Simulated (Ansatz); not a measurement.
The following input was run with Ansatz 0.2.0.

```yaml
crystal:
  lattice:
    - [-2.142338275, 2.19809205, 2.19809205]
    - [2.135519925, -2.11339205, 2.1065737]
    - [2.135519925, 2.1065737, -2.11339205]
  atoms:
    - { symbol: Na, position: [0.0, 0.0, 0.0] }
basis:
  ecutwfc: 420
kpoints:
  mp_grid: { grid: [12, 12, 12] }
hamiltonian:
  xc: pbe
scf:
  occupations: { method: gaussian, width: 0.1 }
output:
  forces: true
  stress: true
  eigenvalues: true
```

Command:
```bash
ansatz run input.yaml --threads 1 --pin off --max-ram 1331MiB --backend cpu --events-out ev --progress --plain --runs-dir out
```

All numbers below come from DFT PBE, scalar-relativistic, plane waves, PAW (Ansatz 0.2.0).

Abridged output (iterations and final results):

```
SCF iter   1: F=—  HF=-1486.410798 eV  |F-HF|=—  |Δ(HF+E_count)|=         —  Δρ=4.85e-4  dr2=4.66e-5  ethr=1.77e-3  ⟨swp⟩=4.9  Hψ=27443  notcnv=0
SCF iter   2: F=—  HF=-1486.410663 eV  |F-HF|=—  |Δ(HF+E_count)|=   1.35e-4  Δρ=1.50e-4  dr2=7.03e-6  ethr=5.18e-7  ⟨swp⟩=2.1  Hψ=10314  notcnv=0
SCF iter   3: F=—  HF=-1486.410682 eV  |F-HF|=—  |Δ(HF+E_count)|=   1.90e-5  Δρ=8.24e-5  dr2=3.12e-6  ethr=7.81e-8  ⟨swp⟩=2.4  Hψ=5770  notcnv=0
SCF iter   4: F=—  HF=-1486.410689 eV  |F-HF|=—  |Δ(HF+E_count)|=   6.62e-6  Δρ=3.08e-5  dr2=4.27e-7  ethr=3.47e-8  ⟨swp⟩=2.5  Hψ=6259  notcnv=0
SCF iter   5: F=-1486.410689 eV  HF=-1486.410689 eV  |F-HF|=2.72e-8  |Δ(HF+E_count)|=   1.11e-7  Δρ=1.18e-5  dr2=2.77e-8  ethr=4.74e-9  ⟨swp⟩=2.1  Hψ=5857  notcnv=0
SCF iter   6: F=-1486.410689 eV  HF=-1486.410689 eV  |F-HF|=7.17e-10  |Δ(HF+E_count)|=   8.97e-9  Δρ=2.99e-6  dr2=2.00e-9  ethr=3.07e-10  ⟨swp⟩=3.2  Hψ=15666  notcnv=0
SCF 1 converged in 6 iterations: F = -1486.410689 eV  dr2 = 2.00e-9
SCF converged after 6 iterations
Free energy (F): -1486.410689 eV
Harris-Foulkes:  -1486.410689 eV  (|F-HF|=7.17e-10)
Internal energy: -1486.407334 eV  (E = F + TS)
E sigma→0 (E₀):  -1486.409011 eV
Entropy (-TS):   -0.003355 eV (-3.355 meV/atom)
Fermi energy:    1.438800 eV
--- Per-component energies (eV) ---
  E_band       = -243.887472
  E_kinetic    = 120.019711
  E_local      = -1461.636353  (includes V_loc(G=0)·N_el)
  E_nonlocal   = 115.063607
  E_hartree    = 535.874416
  E_xc         = -38.253652
  E_vxc        = -49.147458  (∫ρ·V_xc dr)
  E_paw        = -263.166711  (= ΣΔE_a)
  E_vpaw       = -39.937011  (= ΣTr[D̂ρ^β])
  E_aug_tail   = -0.000030  (compensation charges beyond the density's cutoff)
  E_ewald      = -494.308322
  E_smearing   = -0.003355  (= −TS)
--- Forces (eV/Å), atoms counted from 1 ---
  atom   1  Na     0.00000000     0.00000000     0.00000000
--- Stress (GPa, compression-positive) ---
       -0.453533       0.011124       0.011124
        0.011124      -0.459025      -0.151163
        0.011124      -0.151163      -0.459025
  P = ⅓ Tr σ = -0.4572 GPa (-4.572 kbar)
--- Band table (eV; the first three rows and the last of 476) ---
  k-point 0: bands = ["-51.5773", "-23.4841", "-23.4837", "-23.4830", "-1.6696", "12.5114", "12.7325", "12.9270", "13.6582"]
  k-point 1: bands = ["-51.5772", "-23.4858", "-23.4843", "-23.4834", "-1.5521", "11.3820", "11.8933", "12.2384", "13.0340"]
  k-point 2: bands = ["-51.5769", "-23.4910", "-23.4859", "-23.4835", "-1.2012", "9.2864", "11.0215", "11.4192", "12.1619"]
  k-point 475: bands = ["-51.5746", "-23.5085", "-23.5042", "-23.5003", "5.8647", "5.9175", "6.0687", "6.1585", "6.2339"]
```

Self-consistency was reached.